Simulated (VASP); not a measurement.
Crystal: Ti.

```xyz
1
Lattice="0.0000 2.0262 2.0262 2.0262 0.0000 2.0262 2.0262 2.0262 0.0000" Properties=species:S:1:pos:R:3 pbc="T T T"
Ti    0.0000    0.0000    0.0000
```

This isn't the form of Ti at room conditions, which is hcp.

Base run:

```yaml
Program: VASP 6.6.1
Functional: PBEsol
Potentials_or_basis: VASP PAW PBE potentials, release 64 (Ti_sv)
Cutoff: 520 eV
k_mesh: 18 × 18 × 18
Occupations: gaussian, width 0.5 eV
Spin: no spin polarisation
```

Its results: band gap on the k mesh none (metal or under the smearing width); pressure 0.6 GPa.

Q: The run is repeated on the same cell with these changes: cutoff from 520 eV to 900 eV; occupations from gaussian, width 0.5 eV to gaussian, width 0.1 eV. What comes out?

A: Band gap on the k mesh none (metal or under the smearing width); pressure 0.1 GPa.

Caveats: the PAW data sets were made with another functional, which shifts forces and pressure a little.
